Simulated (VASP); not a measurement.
# C (P6_3/mmc) in VASP: band structure with PBE+D3(BJ)

Aim: the band structure of C with PBE+D3(BJ).

Everything below comes from runs of VASP 6.6.1. Logs are shortened: lines on timing, memory, paths and dates and some standing lists are left out, and cuts for length are marked.

## 1. Starting point

Symmetry: P6_3/mmc, No. 194, hexagonal system. Conventional cell: a = 2.464 Å, b = 2.464 Å, c = 6.676 Å, α = 90.00°, β = 90.00°, γ = 120.00°. C (site symmetry -6m2) is surrounded by 3 C at 1.42 Å. C (site symmetry -6m2) has 3 C at 1.42 Å as nearest neighbours.

## 2. Band structure, PBE+D3(BJ)

Contents of POSCAR:

```
C                                       
1.0
    2.4641903664      0.0000000000      0.0000000000
   -1.2320951832      2.1340514573      0.0000000000
    0.0000000000      0.0000000000      6.6760055104
  C             
     4
Direct
     0.0000000000000000    0.0000000000000000    0.2500000000000000
     0.0000000000000000    0.0000000000000000    0.7500000000000000
     0.3333333300000021    0.6666666699999979    0.2500000000000000
     0.6666666699999979    0.3333333300000021    0.7500000000000000
```

Contents of INCAR.step1:

```
SYSTEM = C
PREC = Accurate
ENCUT = 900
EDIFF = 1E-7
ISMEAR = 0
SIGMA = 0.02
LREAL = .False.
LASPH = .True.
NELM = 60
ALGO = Fast
ISIF = 2
LWAVE = .False.
LCHARG = .True.
GGA = PE
IVDW = 12
```

Contents of KPOINTS.step1:

```
regular mesh
0
Gamma
  15 15 4
  0 0 0
```

Contents of INCAR.step2:

```
SYSTEM = C
PREC = Accurate
ENCUT = 900
EDIFF = 1E-7
ISMEAR = 0
SIGMA = 0.05
LREAL = .False.
LASPH = .True.
NELM = 60
ALGO = Fast
ISIF = 2
LWAVE = .False.
LCHARG = .False.
GGA = PE
IVDW = 12
ICHARG = 11
```

Contents of KPOINTS.step2:

```
path GMKGALHA,LM,KH
20
line-mode
reciprocal
 0.0000000000  0.0000000000  0.0000000000  G
 0.5000000000  0.0000000000  0.0000000000  M

 0.5000000000  0.0000000000  0.0000000000  M
 0.3333333333  0.3333333333  0.0000000000  K

 0.3333333333  0.3333333333  0.0000000000  K
 0.0000000000  0.0000000000  0.0000000000  G

 0.0000000000  0.0000000000  0.0000000000  G
 0.0000000000  0.0000000000  0.5000000000  A

 0.0000000000  0.0000000000  0.5000000000  A
 0.5000000000  0.0000000000  0.5000000000  L

 0.5000000000  0.0000000000  0.5000000000  L
 0.3333333333  0.3333333333  0.5000000000  H

 0.3333333333  0.3333333333  0.5000000000  H
 0.0000000000  0.0000000000  0.5000000000  A

 0.5000000000  0.0000000000  0.5000000000  L
 0.5000000000  0.0000000000  0.0000000000  M

 0.3333333333  0.3333333333  0.0000000000  K
 0.3333333333  0.3333333333  0.5000000000  H
```

Potentials or basis: VASP PAW PBE potentials, release 64 (C_h).

On the command line:

```sh
$ cat potpaw_PBE.64/C_h/POTCAR > POTCAR
$ cp INCAR.step1 INCAR
$ cp KPOINTS.step1 KPOINTS
$ mpirun -np 1 vasp_std > vasp.out
$ cp INCAR.step2 INCAR
$ cp KPOINTS.step2 KPOINTS
$ mpirun -np 1 vasp_std > vasp.out
```

OUTCAR:

```text
SYSTEM = C
   PREC = Accurate
   ENCUT = 900
   EDIFF = 1E-7
   ISMEAR = 0
   LREAL = .False.
   LASPH = .True.
   NELM = 60
   ISIF = 2
   GGA = PE
   IVDW = 12
   ICHARG = 11
 IVDW          = 12

 ion  position               nearest neighbor table
   1  0.000  0.000  0.250-   3 1.42   3 1.42   3 1.42
   2  0.000  0.000  0.750-   4 1.42   4 1.42   4 1.42
   3  0.333  0.667  0.250-   1 1.42   1 1.42   1 1.42
   4  0.667  0.333  0.750-   2 1.42   2 1.42   2 1.42

  LATTYP: Found a hexagonal cell.
 ALAT       =     2.4641903664
 C/A-ratio  =     2.7092085098

  Lattice vectors:

 A1 = (   2.4641903664,   0.0000000000,   0.0000000000)
 A2 = (  -1.2320951832,   2.1340514573,   0.0000000000)
 A3 = (   0.0000000000,   0.0000000000,   6.6760055104)

Analysis of symmetry for initial positions (statically):
=====================================================================
 Subroutine PRICEL returns:
 Original cell was already a primitive cell.

 Routine SETGRP: Setting up the symmetry group for a
 hexagonal supercell.

 Subroutine GETGRP returns: Found 24 space group operations
 (whereof 12 operations were pure point group operations)
 out of a pool of 24 trial point group operations.

The static configuration has the point symmetry D_3d.
 The point group associated with its full space group is D_6h.

Analysis of symmetry for dynamics (positions and initial velocities):
=====================================================================
 Subroutine PRICEL returns:
 Original cell was already a primitive cell.

 Routine SETGRP: Setting up the symmetry group for a
 hexagonal supercell.

 Subroutine GETGRP returns: Found 24 space group operations
 (whereof 12 operations were pure point group operations)
 out of a pool of 24 trial point group operations.

The dynamic configuration has the point symmetry D_3d.
 The point group associated with its full space group is D_6h.

 Subroutine INISYM returns: Found 24 space group operations
 (whereof 12 operations are pure point group operations),
 and found     1 'primitive' translations

----------------------------------------------------------------------------------------

                                     Primitive cell

  volume of cell :      35.1072

  direct lattice vectors                    reciprocal lattice vectors
     2.464190366  0.000000000  0.000000000     0.405812803  0.234296131  0.000000000
    -1.232095183  2.134051457  0.000000000     0.000000000  0.468592262  0.000000000
     0.000000000  0.000000000  6.676005510     0.000000000  0.000000000  0.149790170

  length of vectors
     2.464190366  2.464190367  6.676005510     0.468592262  0.468592262  0.149790170

  position of ions in fractional coordinates (direct lattice)
     0.000000000  0.000000000  0.250000000
     0.000000000  0.000000000  0.750000000
     0.333333330  0.666666670  0.250000000
     0.666666670  0.333333330  0.750000000

  ion indices of the primitive-cell ions
   primitive index   ion index
                 1           1
                 2           2
                 3           3
                 4           4

----------------------------------------------------------------------------------------

 KPOINTS: path GMKGALHA,LM,KH

Interpolating k-points between supplied coordinates.

 Line segments in fractional coordinates (reciprocal lattice):
    0.000000  0.000000  0.000000  ...  0.500000  0.000000  0.000000
    0.500000  0.000000  0.000000  ...  0.333333  0.333333  0.000000
    0.333333  0.333333  0.000000  ...  0.000000  0.000000  0.000000
    0.000000  0.000000  0.000000  ...  0.000000  0.000000  0.500000
    0.000000  0.000000  0.500000  ...  0.500000  0.000000  0.500000
    0.500000  0.000000  0.500000  ...  0.333333  0.333333  0.500000
    0.333333  0.333333  0.500000  ...  0.000000  0.000000  0.500000
    0.500000  0.000000  0.500000  ...  0.500000  0.000000  0.000000
    0.333333  0.333333  0.000000  ...  0.333333  0.333333  0.500000

 Generated    20 points on each line segment, for a total of    180 k-points:

 Following reciprocal coordinates:
            Coordinates               Weight
  0.000000  0.000000  0.000000      0.005556
  0.026316  0.000000  0.000000      0.005556
  0.052632  0.000000  0.000000      0.005556
  0.078947  0.000000  0.000000      0.005556
  0.105263  0.000000  0.000000      0.005556
  0.131579  0.000000  0.000000      0.005556
[... 16 lines left out ...]
  0.482456  0.035088  0.000000      0.005556
  0.473684  0.052632  0.000000      0.005556
 [... further k-points ...]
   k-points           NKPTS =    180   k-points in BZ     NKDIM =    180   number of bands    NBANDS=     12
   number of dos      NEDOS =    301   number of ions     NIONS =      4
   total plane-waves  NPLWV =  40320
   dimension x,y,z NGX =    24 NGY =   24 NGZ =   70
   dimension x,y,z NGXF=    48 NGYF=   48 NGZF=  140
   ions per type =               4
   NGX,Y,Z   is equivalent  to a cutoff of  16.19, 16.19, 17.43 a.u.
   NGXF,Y,Z  is equivalent  to a cutoff of  32.38, 32.38, 34.86 a.u.
 SYSTEM =  C
   PREC   = accura    normal or accurate (medium, high low for compatibility)
   ISTART =      0    job   : 0-new  1-cont  2-samecut
   ICHARG =     11    charge: 1-file 2-atom 10-const
   ISPIN  =      1    spin polarized calculation?
   LNONCOLLINEAR =      F non collinear calculations
   LSORBIT =      F    spin-orbit coupling
   LASPH  =      T    aspherical Exc in radial PAW
   ENCUT  =  900.0 eV  66.15 Ry    8.13 a.u.   6.03  6.03 16.33*2*pi/ulx,y,z
   NELM   =     60;   NELMIN=  2; NELMDL=  0     # of ELM steps
   EDIFF  = 0.1E-06   stopping-criterion for ELM
   LREAL  =      F    real-space projection
   EDIFFG = 0.1E-05   stopping-criterion for IOM
   NSW    =      0    number of steps for IOM
   IBRION =     -1    ionic relax: 0-MD 1-quasi-New 2-CG
   NFREE  =      0    steps in history (QN), initial steepest desc. (CG)
   ISIF   =      2    stress and relaxation
   ISYM   =      2    0-nonsym 1-usesym 2-fastsym
   POTIM  = 0.5000    time-step for ionic-motion
   TEBEG  =    0.0;   TEEND  =   0.0 temperature during run
   PSTRESS=    0.0 pullay stress
   NELECT =      16.0000    total number of electrons
   NUPDOWN=      -1.0000    fix difference up-down
   EMIN   =  10.00;   EMAX   =-10.00  energy-range for DOS
   EFERMI =   0.00;   METHOD = LEGACY
   ISMEAR =     0;   SIGMA  =   0.05  broadening in eV -4-tet -1-fermi 0-gaus
   EFERMI_NEDOS =   21; number of points for ismear=-14 and -15
   IALGO  =     68    algorithm
   IMIX   =      4    mixing-type and parameters
     AMIX     =   0.40;   BMIX     =  1.00
     AMIX_MAG =   1.60;   BMIX_MAG =  1.00
  volume/ion in A,a.u.               =       8.78        59.23
  Fermi-wavevector in a.u.,A,eV,Ry     =   1.259842  2.380757 21.595206  1.587203
  Thomas-Fermi vector in A             =   2.393382
   LORBIT       =      0    0 simple, 1 ext, 2 COOP (PROOUT), +10 PAW based schemes
   GGA     = PE    functional components
   LHFCALC =     F    Hartree Fock is set to
   AEXX    =    0.0000 exact exchange contribution
   IVDW    =    12    specifies the selected vdW correction
   LEPSILON=     F    determine dielectric tensor
   LRPA    =     F    only Hartree local field effects (RPA)
 non-spin polarized calculation
 RMM-DIIS sequential band-by-band and
 Gauss-broadening in eV      SIGMA  =   0.05
  energy-cutoff  :      900.00
  volume of cell :       35.11
 maximum number of plane-waves:      2199

 number of electron      16.0000001 magnetization

 Free energy of the ion-electron system (eV)
  ---------------------------------------------------
  ext. energy  EPLUGINS =         0.00000000
  ---------------------------------------------------
  free energy    TOTEN  =       -33.55588567 eV

  energy without entropy =      -33.54787767  energy(sigma->0) =      -33.55188167

 E-fermi :   5.5106     XC(G=0): -10.4415

 val. band max:        5.5094063416   @ k =   0.3333   0.3333   0.2368
 cond. band min:       5.5123713330   @ k =   0.3333   0.3333   0.2632
 fundamental gap:      0.0029649914
 Fermi energy:         5.5106334773

 k-point     1 :       0.0000    0.0000    0.0000
  band No.  band energies     occupation
      1     -14.1523      2.00000
      2     -13.8407      2.00000
      3      -3.0270      2.00000
      4      -1.0091      2.00000
      5       2.4882      2.00000
      6       2.4882      2.00000
      7       2.5077      2.00000
      8       2.5077      2.00000
      9       9.8383      0.00000
     10      13.8494      0.00000
     11      13.8634      0.00000
     12      13.9040      0.00000

 k-point     2 :       0.0263    0.0000    0.0000
  band No.  band energies     occupation
      1     -14.1358      2.00000
      2     -13.8244      2.00000
      3      -3.0069      2.00000
      4      -0.9904      2.00000
      5       2.4192      2.00000
      6       2.4405      2.00000
      7       2.4515      2.00000
      8       2.4723      2.00000
      9       9.8582      0.00000
     10      13.8624      0.00000
     11      13.9172      0.00000
     12      13.9718      0.00000

 k-point     3 :       0.0526    0.0000    0.0000
  band No.  band energies     occupation
      1     -14.0862      2.00000
      2     -13.7757      2.00000
      3      -2.9466      2.00000
      4      -0.9340      2.00000
      5       2.2168      2.00000
      6       2.2433      2.00000
      7       2.3448      2.00000
      8       2.3691      2.00000
      9       9.9178      0.00000
     10      13.8829      0.00000
     11      13.9618      0.00000
     12      14.1352      0.00000
[... 286 lines left out ...]
 k-point    23 :       0.4825    0.0351    0.0000
  band No.  band energies     occupation
      1      -8.7926      2.00000
      2      -8.6763      2.00000
      3      -7.7279      2.00000
      4      -7.6405      2.00000
      5      -1.0123      2.00000
      6      -0.9515      2.00000
      7       2.7622      2.00000
      8       3.4664      2.00000
      9       7.0307      0.00000
     10       7.7010      0.00000
     11      12.8606      0.00000
     12      13.2739      0.00000

 k-point    24 :       0.4737    0.0526    0.0000
  band No.  band energies     occupation
      1      -8.7691      2.00000
      2      -8.6530      2.00000
      3      -7.7046      2.00000
      4      -7.6177      2.00000
      5      -1.1334      2.00000
      6      -1.0694      2.00000
      7       2.7955      2.00000
      8       3.4991      2.00000
      9       7.0300      0.00000
     10       7.6804      0.00000
     11      13.0207      0.00000
     12      13.4386      0.00000

 [... further k-points ...]

------------------------ aborting loop because EDIFF is reached ----------------------------------------

 Edisp (eV)   -0.62921

 E8    (eV) :    -0.1784

  FORCE on cell =-STRESS in cart. coord.  units (eV):
  Direction    XX          YY          ZZ          XY          YZ          ZX
  --------------------------------------------------------------------------------------
  -------------------------------------------------------------------------------------
  Total       5.04130     5.04130     0.66889     0.00000     0.00000     0.00000
  in kB     230.06841   230.06841    30.52612     0.00000     0.00000     0.00000
  external pressure =      163.55 kB  Pullay stress =        0.00 kB

 VOLUME and BASIS-vectors are now :
 -----------------------------------------------------------------------------
  energy-cutoff  :      900.00
  volume of cell :       35.11
      direct lattice vectors                 reciprocal lattice vectors
     2.464190366  0.000000000  0.000000000     0.405812803  0.234296131  0.000000000
    -1.232095183  2.134051457  0.000000000     0.000000000  0.468592262  0.000000000
     0.000000000  0.000000000  6.676005510     0.000000000  0.000000000  0.149790170

 POSITION                                       TOTAL-FORCE (eV/Angst)
 -----------------------------------------------------------------------------------
      0.00000      0.00000      1.66900         0.000000      0.000000     -0.000000
      0.00000      0.00000      5.00700         0.000000     -0.000000     -0.000000
     -0.00000      1.42270      1.66900        -0.000000      0.000000     -0.000000
      1.23210      0.71135      5.00700         0.000000     -0.000000      0.000000
 -----------------------------------------------------------------------------------
    total drift:                               -0.000000      0.000000      0.000000

  FREE ENERGIE OF THE ION-ELECTRON SYSTEM (eV)
  ---------------------------------------------------
  free  energy   TOTEN  =       -34.1850950069 eV

  energy  without entropy=      -34.1770869971  energy(sigma->0) =      -34.18109100
```

Run time: 98 s. Hardware: 1 thread of Intel Xeon Platinum 8488C (Sapphire Rapids), shared host; peak memory 0.27 GiB.

Results:

```
Band gap along the path    : none (metal or under the smearing width)
Dispersion energy per atom : -0.157 eV
```

Levels at the corners of the path, in eV from the Fermi level:
| point | band 6 | band 7 | band 8 | band 9 | band 10 | band 11 |
| --- | --- | --- | --- | --- | --- | --- |
| Γ | -3.02 | -3.00 | -3.00 | 4.33 | 8.34 | 8.35 |
| M | -6.37 | -2.78 | -2.07 | 1.52 | 2.21 | 7.22 |
| M | -6.37 | -2.78 | -2.07 | 1.52 | 2.21 | 7.22 |
| K | -10.54 | -0.65 | -0.02 | -0.02 | 0.74 | 11.16 |
| K | -10.54 | -0.65 | -0.02 | -0.02 | 0.74 | 11.16 |
| Γ | -3.02 | -3.00 | -3.00 | 4.33 | 8.34 | 8.35 |
| Γ | -3.02 | -3.00 | -3.00 | 4.33 | 8.34 | 8.36 |
| A | -3.01 | -3.01 | -3.01 | 7.01 | 7.01 | 8.37 |
| A | -3.01 | -3.01 | -3.01 | 7.01 | 7.01 | 8.37 |
| L | -6.39 | -2.35 | -2.35 | 1.66 | 1.66 | 7.42 |
| L | -6.39 | -2.35 | -2.35 | 1.66 | 1.66 | 7.42 |
| H | -10.54 | 0.00 | 0.00 | 0.02 | 0.02 | 10.17 |
| H | -10.54 | 0.00 | 0.00 | 0.02 | 0.02 | 10.17 |
| A | -3.01 | -3.01 | -3.01 | 7.01 | 7.01 | 8.37 |
| L | -6.39 | -2.35 | -2.35 | 1.66 | 1.66 | 7.42 |
| M | -6.37 | -2.78 | -2.07 | 1.52 | 2.21 | 7.22 |
| K | -10.54 | -0.65 | -0.02 | -0.02 | 0.74 | 11.16 |
| H | -10.54 | 0.00 | 0.00 | 0.02 | 0.02 | 10.17 |

Caveat: the cutoff is under 1.25 times the usual one of these potentials, so pressure, stress and relaxed cells hold a basis-set (Pulay) error; the log is that of the step along the path at fixed density, whose energy, stress, charges and moments have no meaning.
